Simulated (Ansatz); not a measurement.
TePt:

```
CELL_PARAMETERS angstrom
1.98157 1.14406 6.66103
-1.98157 1.14406 6.66103
0.00000 -2.28812 6.66103
ATOMIC_POSITIONS crystal
Pt 0.12967 0.12967 0.12967
Pt 0.87033 0.87033 0.87033
Te 0.40200 0.40200 0.40200
Te 0.59800 0.59800 0.59800
```

Base run:

* Program: Ansatz 0.2.0
* Functional: PBEsol
* Potentials or basis: all-electron LAPW, scalar-relativistic
* Cutoff: 288 eV (chosen from the basis error)
* Basis error allowed: 0.002 eV/atom
* k mesh: 8 × 8 × 8
* Occupations: fermi-dirac, width 0.05 eV
* Spin: no spin polarisation
* Hubbard terms: Pt d U = 8 eV

Its results: band gap on the k mesh none (metal or under the smearing width); pressure 0.3 GPa; largest force 0.216 eV/Å.

Task: The run is repeated on the same cell with these changes: hubbard terms from Pt d U = 8 eV to Pt d U = 4 eV. What comes out?

Result: Band gap on the k mesh none (metal or under the smearing width); pressure -0.3 GPa; largest force 0.153 eV/Å.

Caveats: U is the effective U less J, on atomic orbitals that reach past the spheres; U without spin polarisation on a metal has little footing; the U is typed as a test and isn't derived for this compound; the density of states is complete only up to the lowest level of the last band computed.
